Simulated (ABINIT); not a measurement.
An input for ABINIT 10.8.3 (SiC (P6_3mc)):

```
acell 3*1.0 Angstrom
rprim 
  3.076621010229 -0.000000000007 0.000000000000
  -1.538310505109 2.664431952678 0.000000000000
  0.000000000000 0.000000000000 15.098084320000
ntypat 2
znucl 14 6
natom 12
typat 1 1 1 1 1 1 2 2 2 2 2 2
xred 
  0.333333333333 0.666666666667 0.832986150000
  0.666666666667 0.333333333333 0.332986150000
  0.666666666667 0.333333333333 0.666500600000
  0.333333333333 0.666666666667 0.166500600000
  0.000000000000 0.000000000000 0.499729420000
  0.000000000000 0.000000000000 0.999729420000
  0.000000000000 0.000000000000 0.874366410000
  0.000000000000 0.000000000000 0.374366410000
  0.333333333333 0.666666666667 0.707996780000
  0.666666666667 0.333333333333 0.207996780000
  0.666666666667 0.333333333333 0.541521640000
  0.333333333333 0.666666666667 0.041521640000
pp_dirpath "pseudos"
pseudos "Si.upf, C.upf"
ecut 37
ngkpt 3 3 1
nshiftk 1
shiftk 0 0 0
kptopt 1
chksymbreak 0
istwfk *1
occopt 1
irdwfk 1
optdriver 4
nband 213
gwcalctyp 10
ecutsigx 37
symsigma 1
nkptgw 3
kptgw 
  0.0000000000 0.0000000000 0.0000000000
  0.3333333333 0.0000000000 0.0000000000
  0.3333333333 0.3333333333 0.0000000000
bdgw 
  1 37
  1 37
  1 37
ecuteps 4.8
irdscr 1
ppmodel 1
irdqps 1
indata_prefix "in"
outdata_prefix "out"
tmpdata_prefix "tmp"
```

```sh
OMP_NUM_THREADS=1 mpirun -n 8 abinit run.abi > log
```

**Question.** How long will it take on 8 MPI ranks of Arm Neoverse V2, shared host, and how much memory?

It took 90 s; on shared hardware allow 45 s to 3 min. Peak host memory was 3.4 GiB.

[Paths, hosts, dates, memory and timing lines, banners, echoed tables and standing remarks are left out of the program output.]

[Logs are printed without paths, hosts, clocks, repeated set-up lines and the standing remarks that a program may print on its own settings, such as how far it seeks lower states.]

[Runs of the session that timed out or met a known fault of the program may be left out.]

[Hosts, paths, dates, database ids (printed as entryN), source tags and the programs' standing remarks are cut or masked in the printed files.]

[G0W0 gaps are taken among the corrected bands and points alone; a level outside them can change the order at an edge.]

[Where Ansatz stands beside ABINIT at settings called matched, ABINIT's density can come from a denser mesh and the files from another edition; pairs whose starting gaps differed by over 0.03 eV were left out, so agreement reads better than it is.]
